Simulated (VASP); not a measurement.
# AlN (P1) in VASP: convergence with PREC

Aim: find how far PREC must go before the results for AlN settle, at PBE. This setting moves, with any that are tied to it; all else stays.

Everything below comes from runs of VASP 6.6.1. Logs are shortened: lines on timing, memory, paths and dates and some standing lists are left out, and cuts for length are marked.

### 1 The cell of the first run

The typed cell holds 4 atoms: a = 3.113 Å, b = 3.113 Å, c = 4.981 Å, α = 90.00°, β = 90.00°, γ = 120.00°.

The cell isn't the ideal one: atoms moved at random, drawn with an rms of 0.02 Å.

### 2 With PREC Low

File INCAR:

```
SYSTEM = AlN
ALGO = Fast
EDIFF = 1E-7
ENCUT = 900
GGA = PE
ISIF = 2
ISMEAR = 0
LASPH = .True.
LCHARG = .False.
LREAL = .False.
LWAVE = .False.
NBANDS = 16
NELM = 80
PREC = Low
SIGMA = 0.02
```

File KPOINTS:

```
k-points
0
Gamma
  7 7 5
  0 0 0
```

File POSCAR:

```
AlN
1.0
    3.1130000000      0.0000000000      0.0000000000
   -1.5565000000      2.6959370820      0.0000000000
    0.0000000000      0.0000000000      4.9810000000
Al N
2 2
Direct
    0.6669120000      0.3362360000      0.4998430000
    0.3268940000      0.6678470000     -0.0018600000
    0.6696610000      0.3331100000      0.8779580000
    0.3369420000      0.6692960000      0.3828520000
```

Potentials or basis: VASP PAW PBE potentials, release 64 (Al, N_h).

Run with:

```console
$ cat potpaw_PBE.64/Al/POTCAR potpaw_PBE.64/N_h/POTCAR > POTCAR
$ mpirun -np 1 vasp_std > vasp.out
```

OUTCAR:

```text
SYSTEM = AlN
   EDIFF = 1E-7
   ENCUT = 900
   GGA = PE
   ISIF = 2
   ISMEAR = 0
   LASPH = .True.
   LREAL = .False.
   NELM = 80
   PREC = Low

 Found    123 irreducible k-points:

 Following reciprocal coordinates:
            Coordinates               Weight
  0.000000  0.000000  0.000000      1.000000
  0.142857  0.000000  0.000000      2.000000
  0.000000  0.142857  0.000000      2.000000
 -0.142857  0.142857  0.000000      2.000000
  0.285714  0.000000  0.000000      2.000000
  0.000000  0.285714  0.000000      2.000000
   k-points           NKPTS =    123   k-points in BZ     NKDIM =    123   number of bands    NBANDS=     16
   number of dos      NEDOS =    301   number of ions     NIONS =      4
   total plane-waves  NPLWV =  23040
   dimension x,y,z NGX =    24 NGY =   24 NGZ =   40
   dimension x,y,z NGXF=    28 NGYF=   28 NGZF=   42
   ions per type =               2   2
   NGX,Y,Z   is equivalent  to a cutoff of  12.82, 12.82, 13.35 a.u.
   NGXF,Y,Z  is equivalent  to a cutoff of  14.95, 14.95, 14.02 a.u.
 SYSTEM =  AlN
   PREC   = low       normal or accurate (medium, high low for compatibility)
   ISTART =      0    job   : 0-new  1-cont  2-samecut
   ICHARG =      2    charge: 1-file 2-atom 10-const
   ISPIN  =      1    spin polarized calculation?
   LNONCOLLINEAR =      F non collinear calculations
   LSORBIT =      F    spin-orbit coupling
   LASPH  =      T    aspherical Exc in radial PAW
   ENCUT  =  900.0 eV  66.15 Ry    8.13 a.u.   7.61  7.61 12.18*2*pi/ulx,y,z
   NELM   =     80;   NELMIN=  2; NELMDL= -5     # of ELM steps
   EDIFF  = 0.1E-06   stopping-criterion for ELM
   LREAL  =      F    real-space projection
   EDIFFG = 0.1E-05   stopping-criterion for IOM
   NSW    =      0    number of steps for IOM
   IBRION =     -1    ionic relax: 0-MD 1-quasi-New 2-CG
   NFREE  =      0    steps in history (QN), initial steepest desc. (CG)
   ISIF   =      2    stress and relaxation
   ISYM   =      2    0-nonsym 1-usesym 2-fastsym
   POTIM  = 0.5000    time-step for ionic-motion
   TEBEG  =    0.0;   TEEND  =   0.0 temperature during run
   PSTRESS=    0.0 pullay stress
   NELECT =      16.0000    total number of electrons
   NUPDOWN=      -1.0000    fix difference up-down
   EMIN   =  10.00;   EMAX   =-10.00  energy-range for DOS
   EFERMI =   0.00;   METHOD = LEGACY
   ISMEAR =     0;   SIGMA  =   0.02  broadening in eV -4-tet -1-fermi 0-gaus
   EFERMI_NEDOS =   21; number of points for ismear=-14 and -15
   IALGO  =     68    algorithm
   IMIX   =      4    mixing-type and parameters
     AMIX     =   0.40;   BMIX     =  1.00
     AMIX_MAG =   1.60;   BMIX_MAG =  1.00
  volume/ion in A,a.u.               =      10.45        70.52
  Fermi-wavevector in a.u.,A,eV,Ry     =   1.188629  2.246183 19.222843  1.412839
  Thomas-Fermi vector in A             =   2.324754
   LORBIT       =      0    0 simple, 1 ext, 2 COOP (PROOUT), +10 PAW based schemes
   GGA     = PE    functional components
   LHFCALC =     F    Hartree Fock is set to
   AEXX    =    0.0000 exact exchange contribution
   IVDW    =     0    specifies the selected vdW correction
   LEPSILON=     F    determine dielectric tensor
   LRPA    =     F    only Hartree local field effects (RPA)
 non-spin polarized calculation
 RMM-DIIS sequential band-by-band and
 Gauss-broadening in eV      SIGMA  =   0.02
  energy-cutoff  :      900.00
  volume of cell :       41.80
 maximum number of plane-waves:      2587
   NGX = 15   NGY = 15   NGZ = 25

 number of electron      16.0000010 magnetization

 Free energy of the ion-electron system (eV)
  ---------------------------------------------------
  ext. energy  EPLUGINS =         0.00000000
  ---------------------------------------------------
  free energy    TOTEN  =       -29.77263249 eV

  energy without entropy =      -29.77263249  energy(sigma->0) =      -29.77263249

 E-fermi :   6.6377     XC(G=0): -10.9220

 val. band max:        6.4732857223   @ k =   0.0000   0.0000   0.0000
 cond. band min:      10.6706009660   @ k =   0.0000   0.0000   0.0000
 fundamental gap:      4.1973152437
 Fermi energy:         6.6377026067

 k-point     1 :       0.0000    0.0000    0.0000
  band No.  band energies     occupation
      1      -8.7145      2.00000
      2      -6.5656      2.00000
      3       0.4800      2.00000
      4       5.5765      2.00000
      5       5.6270      2.00000
      6       6.2401      2.00000
      7       6.2769      2.00000
      8       6.4733      2.00000
      9      10.6706      0.00000
     10      13.1156      0.00000
     11      17.0707      0.00000
     12      17.5899      0.00000
     13      17.6283      0.00000
     14      19.5762      0.00000
     15      19.5887      0.00000
     16      19.6311      0.00000

 k-point     2 :       0.1429    0.0000    0.0000
  band No.  band energies     occupation
      1      -8.4581      2.00000
      2      -6.4248      2.00000
      3       0.7868      2.00000
      4       4.4947      2.00000
      5       5.2212      2.00000
      6       5.3203      2.00000
      7       6.2210      2.00000
      8       6.3495      2.00000
      9      11.6883      0.00000
     10      13.9993      0.00000
     11      15.9961      0.00000
     12      16.3964      0.00000
     13      18.3096      0.00000
     14      18.9275      0.00000
     15      19.1114      0.00000
     16      19.4420      0.00000

 k-point     3 :       0.0000    0.1429    0.0000
  band No.  band energies     occupation
      1      -8.4581      2.00000
      2      -6.4251      2.00000
      3       0.7869      2.00000
      4       4.5055      2.00000
      5       5.2232      2.00000
      6       5.3218      2.00000
      7       6.1999      2.00000
      8       6.3513      2.00000
      9      11.6890      0.00000
     10      14.0050      0.00000
     11      16.0145      0.00000
     12      16.3714      0.00000
     13      18.3429      0.00000
     14      18.9141      0.00000
     15      19.1186      0.00000
     16      19.4277      0.00000

 k-point     4 :      -0.1429    0.1429    0.0000
  band No.  band energies     occupation
      1      -8.4586      2.00000
      2      -6.4247      2.00000
      3       0.7863      2.00000
      4       4.5210      2.00000
      5       5.2507      2.00000
      6       5.2866      2.00000
      7       6.1883      2.00000
      8       6.3492      2.00000
      9      11.6975      0.00000
     10      14.0045      0.00000
     11      15.9956      0.00000
     12      16.3772      0.00000
     13      18.3340      0.00000
     14      18.9342      0.00000
     15      19.1030      0.00000
     16      19.4233      0.00000

 k-point     5 :       0.2857    0.0000    0.0000
  band No.  band energies     occupation
      1      -7.7624      2.00000
      2      -6.1249      2.00000
      3       1.6532      2.00000
      4       2.5339      2.00000
      5       3.6061      2.00000
      6       4.7867      2.00000
      7       5.8640      2.00000
      8       6.0161      2.00000
      9      12.7609      0.00000
     10      13.6961      0.00000
     11      14.3870      0.00000
     12      16.7165      0.00000
     13      17.9732      0.00000
     14      18.1428      0.00000
     15      18.5538      0.00000
     16      20.2261      0.00000

 k-point     6 :       0.0000    0.2857    0.0000
  band No.  band energies     occupation
      1      -7.7625      2.00000
      2      -6.1262      2.00000
      3       1.6541      2.00000
      4       2.5464      2.00000
      5       3.6131      2.00000
      6       4.7769      2.00000
      7       5.8562      2.00000
      8       6.0034      2.00000
      9      12.7564      0.00000
     10      13.7067      0.00000
     11      14.4097      0.00000
     12      16.7031      0.00000
     13      17.9857      0.00000
     14      18.1424      0.00000
     15      18.5211      0.00000
     16      20.2495      0.00000

 [... further k-points ...]

------------------------ aborting loop because EDIFF is reached ----------------------------------------

  FORCE on cell =-STRESS in cart. coord.  units (eV):
  Direction    XX          YY          ZZ          XY          YZ          ZX
  --------------------------------------------------------------------------------------
  -------------------------------------------------------------------------------------
  Total        0.7891725      0.8468868      0.9922346      0.1769549     -0.0133343      0.2236936
  in kB       30.2466380     32.4586576     38.0294043      6.7821574     -0.5110625      8.5735110
  external PRESSURE =      33.5782333 kB  Pullay stress =       0.0000000 kB

 VOLUME and BASIS-vectors are now :
 -----------------------------------------------------------------------------
  energy-cutoff  :      900.00
  volume of cell :       41.80
      direct lattice vectors                 reciprocal lattice vectors
     3.113000000  0.000000000  0.000000000     0.321233537  0.185464269  0.000000000
    -1.556500000  2.695937082  0.000000000     0.000000000  0.370928538  0.000000000
     0.000000000  0.000000000  4.981000000     0.000000000  0.000000000  0.200762899

 POSITION                                       TOTAL-FORCE (eV/Angst)
 -----------------------------------------------------------------------------------
      1.55275      0.90647      2.48972         0.156525     -0.027884     -0.175633
     -0.02188      1.80047      4.97174         0.470769     -0.016810      0.100259
      1.56617      0.89804      4.37311        -0.435049      0.043154      0.364348
      0.00714      1.80438      1.90699        -0.192246      0.001539     -0.288974
 -----------------------------------------------------------------------------------
    total drift:                               -0.000393      0.000230     -0.004939

  FREE ENERGIE OF THE ION-ELECTRON SYSTEM (eV)
  ---------------------------------------------------
  free  energy   TOTEN  =       -29.7726324930 eV

  energy  without entropy=      -29.7726324930  energy(sigma->0) =      -29.77263249
```

Wall time 57 s (1 thread of Intel Xeon Platinum 8488C (Sapphire Rapids), shared host); peak memory 0.23 GiB.

What came out:

* Free energy: -29.7726 eV
* Pressure: 3.4 GPa
* Largest force: 0.569 eV/Å
* Band gap on the k mesh: 4.20 eV, direct

### 3 With PREC Medium

INCAR: that of step 2 with these lines changed.

```diff
@@ -13,3 +13,3 @@
 NELM = 80
-PREC = Low
+PREC = Medium
 SIGMA = 0.02
```

KPOINTS is that of step 2.

POSCAR is that of step 2.

Potentials or basis: VASP PAW PBE potentials, release 64 (Al, N_h).

Run with:

```console
$ cat potpaw_PBE.64/Al/POTCAR potpaw_PBE.64/N_h/POTCAR > POTCAR
$ mpirun -np 1 vasp_std > vasp.out
```

Wall time 60 s (1 thread of Intel Xeon Platinum 8488C (Sapphire Rapids), shared host); peak memory 0.24 GiB.

Results:

* Free energy: -29.7725 eV
* Pressure: 3.4 GPa
* Largest force: 0.568 eV/Å
* Band gap on the k mesh: 4.20 eV, direct

### 4 With PREC Single

INCAR: that of step 3 with these lines changed.

```diff
@@ -13,3 +13,3 @@
 NELM = 80
-PREC = Medium
+PREC = Single
 SIGMA = 0.02
```

KPOINTS is that of step 3.

POSCAR is that of step 3.

Run with:

```console
$ cat potpaw_PBE.64/Al/POTCAR potpaw_PBE.64/N_h/POTCAR > POTCAR
$ mpirun -np 1 vasp_std > vasp.out
```

It took 2.3 min on 1 thread of Intel Xeon Platinum 8488C (Sapphire Rapids), shared host; peak memory 0.24 GiB.

Results:

```
Free energy            : -29.7725 eV
Pressure               : 3.3 GPa
Largest force          : 0.567 eV/Å
Band gap on the k mesh : 4.20 eV, direct
```

### 5 With PREC Normal

INCAR: that of step 4 with these lines changed.

```diff
@@ -13,3 +13,3 @@
 NELM = 80
-PREC = Single
+PREC = Normal
 SIGMA = 0.02
```

KPOINTS is that of step 4.

POSCAR is that of step 4.

Run with:

```console
$ cat potpaw_PBE.64/Al/POTCAR potpaw_PBE.64/N_h/POTCAR > POTCAR
$ mpirun -np 1 vasp_std > vasp.out
```

It took 55 s on 1 thread of Intel Xeon Platinum 8488C (Sapphire Rapids), shared host; peak memory 0.26 GiB.

Results:

| Property | Result |
| --- | --- |
| Free energy | -29.7725 eV |
| Pressure | 3.4 GPa |
| Largest force | 0.568 eV/Å |
| Band gap on the k mesh | 4.20 eV, direct |

### 6 With PREC High

INCAR: that of step 5 with these lines changed.

```diff
@@ -13,3 +13,3 @@
 NELM = 80
-PREC = Normal
+PREC = High
 SIGMA = 0.02
```

KPOINTS is that of step 5.

POSCAR is that of step 5.

Potentials or basis: VASP PAW PBE potentials, release 64 (Al, N_h).

Run with:

```console
$ cat potpaw_PBE.64/Al/POTCAR potpaw_PBE.64/N_h/POTCAR > POTCAR
$ mpirun -np 1 vasp_std > vasp.out
```

Run time: 2.4 min. Hardware: 1 thread of Intel Xeon Platinum 8488C (Sapphire Rapids), shared host; peak memory 0.27 GiB.

What came out:

```yaml
Free_energy: -29.7725 eV
Pressure: 3.4 GPa
Largest_force: 0.568 eV/Å
Band_gap_on_the_k_mesh: 4.20 eV, direct
```

### 7 With PREC Accurate

INCAR: that of step 6 with these lines changed.

```diff
@@ -13,3 +13,3 @@
 NELM = 80
-PREC = High
+PREC = Accurate
 SIGMA = 0.02
```

KPOINTS is that of step 6.

POSCAR is that of step 6.

Run with:

```console
$ cat potpaw_PBE.64/Al/POTCAR potpaw_PBE.64/N_h/POTCAR > POTCAR
$ mpirun -np 1 vasp_std > vasp.out
```

It took 2.6 min on 1 thread of Intel Xeon Platinum 8488C (Sapphire Rapids), shared host; peak memory 0.3 GiB.

It converged, with:

```
Free energy            : -29.7725 eV
Pressure               : 3.4 GPa
Largest force          : 0.568 eV/Å
Band gap on the k mesh : 4.20 eV, direct
```

### 8 Result

```tsv
PREC	energy less the tightest run, at zero smearing (meV/atom)	SCF cycles	CPU time (s)	peak memory (GiB)
Low	-0.02	15	56	0.23
Medium	0.01	15	60	0.24
Single	0.01	15	140	0.24
Normal	0.01	15	55	0.26
High	0.00	15	140	0.27
Accurate	0.00	15	150	0.3
```

Against the tightest run, the energy stays within 1 meV/atom from Low on. The tightest run that finished is the yardstick and may itself not be fully converged.

Caveats: the cutoff is under 1.25 times the usual one of these potentials, so pressure, stress and relaxed cells hold a basis-set (Pulay) error.
